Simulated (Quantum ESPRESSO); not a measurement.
# Ti under changes of volume

One of the cells (17.676 Å³/atom); the others are scaled copies at fixed shape and fractional positions:

```
Ti
1.0
    -1.64100    1.64100    1.64100
     1.64100   -1.64100    1.64100
     1.64100    1.64100   -1.64100
Ti
1
Cartesian
  0.0000 0.0000 0.0000
```

This isn't the form of Ti at room conditions, which is hcp.

| Item | Value |
| --- | --- |
| Program | Quantum ESPRESSO 7.5 |
| Functional | PBE |
| Dispersion | D3(BJ) |
| Potentials or basis | PseudoDojo 0.4.1 SR PBE standard |
| Cutoff | 1143 eV |
| Density cutoff | 4572 eV |
| k mesh | 11 × 11 × 11 |
| Occupations | fermi-dirac, width 0.05 eV |
| Spin | no spin polarisation |

| volume (Å³/atom) | energy over the lowest point (meV/atom) | pressure (GPa) |
| --- | --- | --- |
| 16.616 | 0.00 | -0.9 |
| 16.969 | 5.03 | -3.2 |
| 17.323 | 14.77 | -5.2 |
| 17.676 | 28.71 | -7.0 |
| 18.030 | 46.48 | -8.7 |
| 18.383 | 67.71 | -10.2 |
| 18.737 | ? | ? |

Task: What does the run at 18.737 Å³/atom give?

Result: Energy over the lowest point 92.14 meV/atom; pressure -11.6 GPa.

Worked out: A Birch-Murnaghan fit of order 3 (a polynomial in V^(-2/3)) to the other rows has its minimum at 16.44 Å³/atom, just outside them, with B0 = V·E''(V) = 114 GPa and B' = 3.7. It gives 92.12 meV/atom at 18.737 Å³/atom, against the run's 92.14, and -dE/dV = -11.7 GPa, against -11.6.

Energies are extrapolated to zero smearing.

Caveats: pairwise dispersion overbinds metals, which lowers pressure and volume.
